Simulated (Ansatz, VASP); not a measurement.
Two plane-wave programs on Pb

```
Pb
1.0
     3.48000    0.00000    0.00000
    -1.74000    3.01377    0.00000
     0.00000    0.00000    5.59000
Pb
2
Direct
  0.33333 0.66667 0.25000
  0.66667 0.33333 0.75000
```

This isn't the form of Pb at room conditions, which is fcc.

Alike in both runs: task single point; functional LDA; k mesh 9 × 9 × 5; occupations methfessel-paxton of order 1, width 0.1 eV; no spin polarisation.

```csv
,VASP,Ansatz
version,VASP 6.6.1,Ansatz 0.2.0
potentials or method,"VASP PAW LDA potentials, release 64 (Pb_d)","plane waves, PAW"
plane-wave cutoff (eV),520,420
valence electrons in the cell,28,28
```

Ansatz gave:

* pressure (GPa): -0.7
* largest component of the traceless stress (GPa): 2.54

Task: What did VASP give for the same quantities?

Result: Pressure (GPa): -0.6; largest component of the traceless stress (GPa): 2.68.

Spin-orbit coupling is left out, which matters for the levels of Pb.
